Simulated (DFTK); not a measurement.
# MnS in DFTK: convergence with k mesh

Crystal: MnS.

```xyz
2
Lattice="3.6833 0.0000 0.0000 1.8417 3.1898 0.0000 1.8417 1.0633 3.0074" Properties=species:S:1:pos:R:3 pbc="T T T"
Mn    0.0000    0.0000    0.0000
S     3.6833    2.1266    1.5037
```

| Item | Value |
| --- | --- |
| Program | DFTK 0.8.2 |
| Task | convergence study |
| Functional | LDA |
| Potentials or basis | cp2k.nc.sr.lda.v0_1.largecore.gth (LDA, GTH, large core) |
| Cutoff | 1551 eV |
| k mesh | 1 × 1 × 1 |
| Occupations | fermi-dirac, width 0.1 eV |
| Spin | collinear spin, ferromagnetic start |
| Starting moments | [4.0, 0.0] μB |

These are the settings of the first run; the series varies k mesh, with any setting tied to it.

Hardware: 1 thread of Intel(R) Xeon(R) 6975P-C (Granite Rapids) (shared host).

Task: The values tried are 1 × 1 × 1, 3 × 3 × 3, 4 × 4 × 4, 5 × 5 × 5, 7 × 7 × 7, 8 × 8 × 8, 10 × 10 × 10, loosest first. From which on does the absolute moment stay within 0.02 μB of the tightest run that finished?

Result: From 3 × 3 × 3 on.

| k mesh | energy less the tightest run, at zero smearing (meV/atom) | absolute moment (μB) | gap on the mesh (eV) | SCF cycles |
| --- | --- | --- | --- | --- |
| 1 × 1 × 1 | 1553.49 | 5.18 | 1.988 | 52 |
| 3 × 3 × 3 | -20.92 | 0.00 | 0.000 | 33 |
| 4 × 4 × 4 | -4.28 | 0.00 | 0.000 | 60 |
| 5 × 5 × 5 | 4.03 | 0.00 | 0.000 | 54 |
| 7 × 7 × 7 | -0.90 | 0.00 | 0.000 | 47 |
| 8 × 8 × 8 | -1.02 | 0.00 | 0.000 | 52 |
| 10 × 10 × 10 | 0.00 | 0.00 | 0.000 | 41 |

Against the tightest run, the gap on the mesh stays within 0.01 eV from 3 × 3 × 3 on. Not settled before the last step: the energy (to 1 meV/atom). Meshes of other sizes hit other points, so gaps and Fermi surfaces needn't settle smoothly. The tightest run that finished is the yardstick and may itself not be fully converged.

Caveat, for the tightest run too: the starting moments collapsed, and a magnetic state may lie lower; the cutoff is short for these potentials, so energies and forces aren't converged, fitted volumes are rough and the log's stress (off by 3 to 10 GPa or more in trials) isn't used; this set keeps more shells in the core, which shifts pressures and gaps; semilocal functionals often make such compounds metallic where correlation or magnetic order opens a gap, which also shifts bond lengths.
